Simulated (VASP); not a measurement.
# La (P6_3/mmc) in VASP: a series of runs

The runs below take La through relaxation of cell and atoms, with PBEsol.

Everything below comes from runs of VASP 6.6.1. Logs are shortened: lines on timing, memory, paths and dates and some standing lists are left out, and cuts for length are marked.

**1. The crystal as given**

The structure is hexagonal, space group P6_3/mmc (No. 194). Conventional cell: a = 3.796 Å, b = 3.796 Å, c = 12.041 Å, α = 90.00°, β = 90.00°, γ = 120.00°. La (site symmetry -3m) is surrounded by 12 La at 3.72 to 3.80 Å. La (site symmetry -6m2) has 12 La at 3.72 to 3.80 Å as nearest neighbours.

**2. Relaxation of cell and atoms, PBEsol**

Input file INCAR:

```
SYSTEM = La
PREC     = Accurate       ! precision mode
ENCUT    = 600            ! plane-wave cutoff, eV
EDIFF    = 1E-7           ! SCF threshold, eV
ISMEAR   = 0              ! smearing method
SIGMA    = 0.1            ! smearing width, eV
LREAL    = .FALSE.        ! projectors in reciprocal space
LASPH    = .TRUE.         ! aspherical terms in the spheres
NELM     = 60             ! most SCF steps
ALGO     = Fast           ! electronic algorithm
ISIF     = 3              ! what is computed and relaxed
LWAVE    = .FALSE.        ! write WAVECAR
LCHARG   = .FALSE.        ! write CHGCAR
GGA      = PS             ! functional
IBRION   = 2              ! ionic algorithm
NSW      = 90             ! ionic steps
EDIFFG   = -0.005         ! ionic threshold
```

Input file KPOINTS:

```
regular mesh
0
G
  6 6 2
  0 0 0
```

Input file POSCAR:

```
La
1.0
    3.7963115000      0.0000000000      0.0000000000
   -1.8981557500      3.2877022000      0.0000000000
    0.0000000000      0.0000000000     12.0412575300
La
4
Direct
    0.0000000000      0.0000000000      0.0000000000
    0.0000000000      0.0000000000      0.5000000000
    0.3333333300      0.6666666700      0.2500000000
    0.6666666700      0.3333333300      0.7500000000
```

Potentials or basis: VASP PAW PBE potentials, release 64 (La).

Run with:

```bash
> cat potpaw_PBE.64/La/POTCAR > POTCAR
> mpirun -np 1 vasp_std > vasp.out
```

OUTCAR:

```text
SYSTEM = La
   PREC = Accurate
   ENCUT = 600
   EDIFF = 1E-7
   ISMEAR = 0
   LREAL = .FALSE.
   LASPH = .TRUE.
   NELM = 60
   ISIF = 3
   GGA = PS
   IBRION = 2
   NSW = 90
   EDIFFG = -0.005

 ion  position               nearest neighbor table
   1  0.000  0.000  0.000-
   2  0.000  0.000  0.500-
   3  0.333  0.667  0.250-
   4  0.667  0.333  0.750-

  LATTYP: Found a hexagonal cell.
 ALAT       =     3.7963115000
 C/A-ratio  =     3.1718307441

  Lattice vectors:

 A1 = (   3.7963115000,   0.0000000000,   0.0000000000)
 A2 = (  -1.8981557500,   3.2877022000,   0.0000000000)
 A3 = (   0.0000000000,   0.0000000000,  12.0412575300)

Analysis of symmetry for initial positions (statically):
=====================================================================
 Subroutine PRICEL returns:
 Original cell was already a primitive cell.

 Routine SETGRP: Setting up the symmetry group for a
 hexagonal supercell.

 Subroutine GETGRP returns: Found 24 space group operations
 (whereof 12 operations were pure point group operations)
 out of a pool of 24 trial point group operations.

The static configuration has the point symmetry D_3d.
 The point group associated with its full space group is D_6h.

Analysis of symmetry for dynamics (positions and initial velocities):
=====================================================================
 Subroutine PRICEL returns:
 Original cell was already a primitive cell.

 Routine SETGRP: Setting up the symmetry group for a
 hexagonal supercell.

 Subroutine GETGRP returns: Found 24 space group operations
 (whereof 12 operations were pure point group operations)
 out of a pool of 24 trial point group operations.

The dynamic configuration has the point symmetry D_3d.
 The point group associated with its full space group is D_6h.

 Subroutine INISYM returns: Found 24 space group operations
 (whereof 12 operations are pure point group operations),
 and found     1 'primitive' translations

----------------------------------------------------------------------------------------

                                     Primitive cell

  volume of cell :     150.2886

  direct lattice vectors                    reciprocal lattice vectors
     3.796311500  0.000000000  0.000000000     0.263413579  0.152081901  0.000000000
    -1.898155750  3.287702200  0.000000000     0.000000000  0.304163802  0.000000000
     0.000000000  0.000000000 12.041257530     0.000000000  0.000000000  0.083047804

  length of vectors
     3.796311500  3.796311500 12.041257530     0.304163802  0.304163802  0.083047804

  position of ions in fractional coordinates (direct lattice)
     0.000000000  0.000000000  0.000000000
     0.000000000  0.000000000  0.500000000
     0.333333330  0.666666670  0.250000000
     0.666666670  0.333333330  0.750000000

  ion indices of the primitive-cell ions
   primitive index   ion index
                 1           1
                 2           2
                 3           3
                 4           4

----------------------------------------------------------------------------------------

 KPOINTS: regular mesh

Automatic generation of k-mesh.
 Grid dimensions read from file:
 generate k-points for:    6    6    2

 Generating k-lattice:

  Cartesian coordinates                     Fractional coordinates (reciprocal lattice)
     0.043902263  0.025346983  0.000000000     0.166666667  0.000000000  0.000000000
     0.000000000  0.050693967  0.000000000     0.000000000  0.166666667  0.000000000
     0.000000000  0.000000000  0.041523902     0.000000000  0.000000000  0.500000000

  Length of vectors
     0.050693967  0.050693967  0.041523902

  Shift w.r.t. Gamma in fractional coordinates (k-lattice)
     0.000000000  0.000000000  0.000000000

 Subroutine IBZKPT returns following result:
 ===========================================

 Found     14 irreducible k-points:

 Following reciprocal coordinates:
            Coordinates               Weight
  0.000000  0.000000  0.000000      1.000000
  0.166667  0.000000  0.000000      6.000000
  0.333333  0.000000  0.000000      6.000000
  0.500000  0.000000  0.000000      3.000000
  0.166667  0.166667  0.000000      6.000000
  0.333333  0.166667  0.000000     12.000000
  0.333333  0.333333  0.000000      2.000000
  0.000000  0.000000  0.500000      1.000000
  0.166667  0.000000  0.500000      6.000000
  0.333333  0.000000  0.500000      6.000000
  0.500000  0.000000  0.500000      3.000000
  0.166667  0.166667  0.500000      6.000000
  0.333333  0.166667  0.500000     12.000000
  0.333333  0.333333  0.500000      2.000000
   k-points           NKPTS =     14   k-points in BZ     NKDIM =     14   number of bands    NBANDS=     26
   number of dos      NEDOS =    301   number of ions     NIONS =      4
   total plane-waves  NPLWV =  86400
   dimension x,y,z NGX =    30 NGY =   30 NGZ =   96
   dimension x,y,z NGXF=    60 NGYF=   60 NGZF=  192
   ions per type =               4
   NGX,Y,Z   is equivalent  to a cutoff of  13.14, 13.14, 13.25 a.u.
   NGXF,Y,Z  is equivalent  to a cutoff of  26.27, 26.27, 26.51 a.u.
 SYSTEM =  La
   PREC   = accura    normal or accurate (medium, high low for compatibility)
   ISTART =      0    job   : 0-new  1-cont  2-samecut
   ICHARG =      2    charge: 1-file 2-atom 10-const
   ISPIN  =      1    spin polarized calculation?
   LNONCOLLINEAR =      F non collinear calculations
   LSORBIT =      F    spin-orbit coupling
   LASPH  =      T    aspherical Exc in radial PAW
   ENCUT  =  600.0 eV  44.10 Ry    6.64 a.u.   7.58  7.58 24.05*2*pi/ulx,y,z
   NELM   =     60;   NELMIN=  2; NELMDL= -5     # of ELM steps
   EDIFF  = 0.1E-06   stopping-criterion for ELM
   LREAL  =      F    real-space projection
   EDIFFG = -.5E-02   stopping-criterion for IOM
   NSW    =     90    number of steps for IOM
   IBRION =      2    ionic relax: 0-MD 1-quasi-New 2-CG
   NFREE  =      1    steps in history (QN), initial steepest desc. (CG)
   ISIF   =      3    stress and relaxation
   ISYM   =      2    0-nonsym 1-usesym 2-fastsym
   POTIM  = 0.5000    time-step for ionic-motion
   TEBEG  =    0.0;   TEEND  =   0.0 temperature during run
   PSTRESS=    0.0 pullay stress
   NELECT =      44.0000    total number of electrons
   NUPDOWN=      -1.0000    fix difference up-down
   EMIN   =  10.00;   EMAX   =-10.00  energy-range for DOS
   EFERMI =   0.00;   METHOD = LEGACY
   ISMEAR =     0;   SIGMA  =   0.10  broadening in eV -4-tet -1-fermi 0-gaus
   EFERMI_NEDOS =   21; number of points for ismear=-14 and -15
   IALGO  =     68    algorithm
   IMIX   =      4    mixing-type and parameters
     AMIX     =   0.40;   BMIX     =  1.00
     AMIX_MAG =   1.60;   BMIX_MAG =  1.00
  volume/ion in A,a.u.               =      37.57       253.55
  Fermi-wavevector in a.u.,A,eV,Ry     =   1.087052  2.054230 16.077762  1.181682
  Thomas-Fermi vector in A             =   2.223203
   LORBIT       =      0    0 simple, 1 ext, 2 COOP (PROOUT), +10 PAW based schemes
   GGA     = PS    functional components
   LHFCALC =     F    Hartree Fock is set to
   AEXX    =    0.0000 exact exchange contribution
   IVDW    =     0    specifies the selected vdW correction
   LEPSILON=     F    determine dielectric tensor
   LRPA    =     F    only Hartree local field effects (RPA)
 conjugate gradient relaxation of ions
 non-spin polarized calculation
 RMM-DIIS sequential band-by-band and
 Gauss-broadening in eV      SIGMA  =   0.10
  energy-cutoff  :      600.00
  volume of cell :      150.29
 maximum number of plane-waves:      5059
   NGX = 15   NGY = 15   NGZ = 49

--------------------------------------- Ionic step        1  -------------------------------------------

 number of electron      44.0000000 magnetization

 Free energy of the ion-electron system (eV)
  ---------------------------------------------------
  ext. energy  EPLUGINS =         0.00000000
  ---------------------------------------------------
  free energy    TOTEN  =       -21.31874445 eV

  energy without entropy =      -21.28915140  energy(sigma->0) =      -21.30394792

------------------------ aborting loop EDIFF was not reached (unconverged)  ----------------------------

  FORCE on cell =-STRESS in cart. coord.  units (eV):
  Direction    XX          YY          ZZ          XY          YZ          ZX
  --------------------------------------------------------------------------------------
  -------------------------------------------------------------------------------------
  Total       -2.2568616     -2.2568616     -1.6164104      0.0000000      0.0000000      0.0000000
  in kB      -24.0596527    -24.0596527    -17.2320152      0.0000000      0.0000000      0.0000000
  external PRESSURE =     -21.7837735 kB  Pullay stress =       0.0000000 kB
[... 23 lines left out ...]
  energy  without entropy=      -21.2891513957  energy(sigma->0) =      -21.30394792

--------------------------------------- Ionic step        2  -------------------------------------------

 number of electron      44.0000003 magnetization

 E-fermi :   8.4002     XC(G=0):  -9.9457

 val. band max:        8.3972374914   @ k =   0.3333   0.3333   0.5000
 cond. band min:       8.4369601345   @ k =   0.1667   0.0000   0.5000
 fundamental gap:      0.0397226431
 Fermi energy:         8.4001923008

 k-point     1 :       0.0000    0.0000    0.0000
  band No.  band energies     occupation
      1     -24.4222      2.00000
      2     -24.2992      2.00000
      3     -24.2768      2.00000
      4     -24.1479      2.00000
      5      -8.9305      2.00000
      6      -8.1306      2.00000
[... 582 lines left out ...]
  energy  without entropy=      -21.3805822028  energy(sigma->0) =      -21.39705941

--------------------------------------- Ionic step        7  -------------------------------------------

 number of electron      44.0000006 magnetization

 Free energy of the ion-electron system (eV)
  ---------------------------------------------------
  ext. energy  EPLUGINS =         0.00000000
  ---------------------------------------------------
  free energy    TOTEN  =       -21.41354442 eV

  energy without entropy =      -21.38060335  energy(sigma->0) =      -21.39707388

 E-fermi :   8.5501     XC(G=0): -10.0062

 val. band max:        8.5127865148   @ k =   0.3333   0.3333   0.5000
 cond. band min:       8.5675685572   @ k =   0.3333   0.3333   0.5000
 fundamental gap:      0.0547820424
 Fermi energy:         8.5500700628

 k-point     1 :       0.0000    0.0000    0.0000
  band No.  band energies     occupation
      1     -24.2604      2.00000
      2     -24.1321      2.00000
      3     -24.1091      2.00000
      4     -23.9744      2.00000
      5      -8.7985      2.00000
      6      -7.9727      2.00000
[... 426 lines left out ...]
  FREE ENERGIE OF THE ION-ELECTRON SYSTEM (eV)
  ---------------------------------------------------
  free  energy   TOTEN  =       -21.4135444196 eV

  energy  without entropy=      -21.3806033501  energy(sigma->0) =      -21.39707388

 reached required accuracy - stopping structural energy minimisation
```

Run time: 22 min. Hardware: 1 thread of Intel Xeon Platinum 8375C at 2.90GHz (Ice Lake), shared host; peak memory 0.34 GiB.

What came out:

```
Free energy                            : -21.4135 eV
Relaxed volume                         : 34.36 Å³/atom
Relaxed cell                           : a = 3.671 Å, b = 3.671 Å, c = 11.780 Å, α = 90.00°, β = 90.00°, γ = 120.00°
Space group after relaxing (to 0.05 Å) : P6_3/mmc (No. 194)
Energy gained by relaxing              : 23.7 meV/atom
Ionic steps                            : 7
Pressure after relaxing                : 0.0 GPa
Band gap on the k mesh                 : none (metal or under the smearing width)
```

The path:
```csv
step,energy change (eV),largest force (eV/Å),pressure (GPa),volume (Å³)
1,0.0000,0.0000,-2.18,150.29
2,-0.0921,0.0000,-0.39,139.45
3,-0.0947,0.0000,-0.01,137.50
4,-0.0947,0.0000,-0.07,137.26
5,-0.0944,0.0000,0.14,136.76
6,-0.0948,0.0000,0.01,137.39
7,-0.0948,0.0000,0.00,137.45
```

Final structure:
```cif
data_structure
_symmetry_space_group_name_H-M 'P 1'
_symmetry_Int_Tables_number 1
_cell_length_a 3.6706
_cell_length_b 3.6706
_cell_length_c 11.7795
_cell_angle_alpha 90.000
_cell_angle_beta 90.000
_cell_angle_gamma 120.000
_cell_volume 137.45
loop_
_atom_site_label
_atom_site_type_symbol
_atom_site_fract_x
_atom_site_fract_y
_atom_site_fract_z
_atom_site_occupancy
La1 La 0.00000 0.00000 0.00000 1
La2 La 0.00000 0.00000 0.50000 1
La3 La 0.33333 0.66667 0.25000 1
La4 La 0.66667 0.33333 0.75000 1
```

Levels at points of the mesh, in eV from the Fermi level:
| k point | band 19 | band 20 | band 21 | band 22 | band 23 | band 24 | band 25 | band 26 |
| --- | --- | --- | --- | --- | --- | --- | --- | --- |
| (0.00, 0.00, 0.00) | -1.88 | -1.85 | 0.53 | 0.67 | 1.21 | 1.21 | 1.28 | 1.31 |
| (0.50, 0.00, 0.00) | -1.75 | -1.23 | -0.79 | -0.33 | -0.26 | 0.42 | 1.04 | 1.13 |
| (0.00, 0.00, 0.50) | -1.81 | -1.81 | 0.75 | 0.75 | 1.29 | 1.29 | 1.32 | 1.34 |
| (0.50, 0.00, 0.50) | -1.52 | -1.52 | -1.25 | -1.25 | 0.62 | 0.62 | 1.36 | 1.37 |

Caveat: the PAW data sets were made with another functional, which shifts forces and pressure a little.

**3. Relaxation of cell and atoms, PBEsol**

Changes to INCAR since step 2:

```diff
@@ -2,3 +2,3 @@
 PREC     = Accurate       ! precision mode
-ENCUT    = 600            ! plane-wave cutoff, eV
+ENCUT    = 580            ! plane-wave cutoff, eV
 EDIFF    = 1E-7           ! SCF threshold, eV
```

Input file KPOINTS:

```
regular mesh
0
G
  12 12 4
  0 0 0
```

POSCAR is that of step 2.

Potentials or basis: VASP PAW PBE potentials, release 64 (La).

Run with:

```bash
> cat potpaw_PBE.64/La/POTCAR > POTCAR
> mpirun -np 1 vasp_std > vasp.out
```

Run time: 88 min. Hardware: 1 thread of Intel Xeon Platinum 8375C at 2.90GHz (Ice Lake), shared host; peak memory 0.47 GiB.

It converged, with:

```
Free energy                            : -21.4028 eV
Relaxed volume                         : 34.09 Å³/atom
Relaxed cell                           : a = 3.658 Å, b = 3.658 Å, c = 11.765 Å, α = 90.00°, β = 90.00°, γ = 120.00°
Space group after relaxing (to 0.05 Å) : P6_3/mmc (No. 194)
Energy gained by relaxing              : 27.8 meV/atom
Ionic steps                            : 11
Pressure after relaxing                : 0.0 GPa
Band gap on the k mesh                 : none (metal or under the smearing width)
```

Step by step:
| step | energy change (eV) | largest force (eV/Å) | pressure (GPa) | volume (Å³) |
| --- | --- | --- | --- | --- |
| 1 | 0.0000 | 0.0000 | -2.36 | 150.29 |
| 2 | -0.1076 | 0.0000 | -0.44 | 138.58 |
| 3 | -0.1109 | 0.0000 | 0.00 | 136.33 |
| 4 | -0.1109 | 0.0000 | 0.04 | 136.06 |
| 5 | -0.1112 | 0.0000 | 0.05 | 136.11 |
| 6 | -0.1112 | 0.0000 | 0.04 | 136.12 |
| 7 | -0.1112 | 0.0000 | 0.04 | 136.15 |
| 8 | -0.1112 | 0.0000 | 0.04 | 136.13 |
| 9 | -0.1112 | 0.0000 | 0.04 | 136.14 |
| 10 | -0.1112 | 0.0000 | 0.04 | 136.13 |
| 11 | -0.1112 | 0.0000 | 0.00 | 136.34 |

Final structure:
```
CELL_PARAMETERS angstrom
3.65814 0.00000 0.00000
-1.82907 3.16804 0.00000
0.00000 0.00000 11.76460
ATOMIC_POSITIONS crystal
La 0.00000 0.00000 0.00000
La 0.00000 0.00000 0.50000
La 0.33333 0.66667 0.25000
La 0.66667 0.33333 0.75000
```

Levels at points of the mesh, in eV from the Fermi level:
```
           k point  band 18  band 19  band 20  band 21  band 22  band 23  band 24  band 25  band 26
(0.00, 0.00, 0.00)    -1.91    -1.84    -1.82     0.57     0.71     1.25     1.25     1.31     1.36
(0.50, 0.00, 0.00)    -2.03    -1.74    -1.21    -0.79    -0.31    -0.23     0.45     1.09     1.18
(0.00, 0.00, 0.50)    -2.69    -1.79    -1.79     0.78     0.78     1.33     1.33     1.33     1.38
(0.50, 0.00, 0.50)    -1.85    -1.50    -1.50    -1.24    -1.24     0.64     0.64     1.40     1.40
```

Caveat: the PAW data sets were made with another functional, which shifts forces and pressure a little. Spin-orbit coupling is left out, which matters for the levels of La.

(Continued in part 2 of 2.)
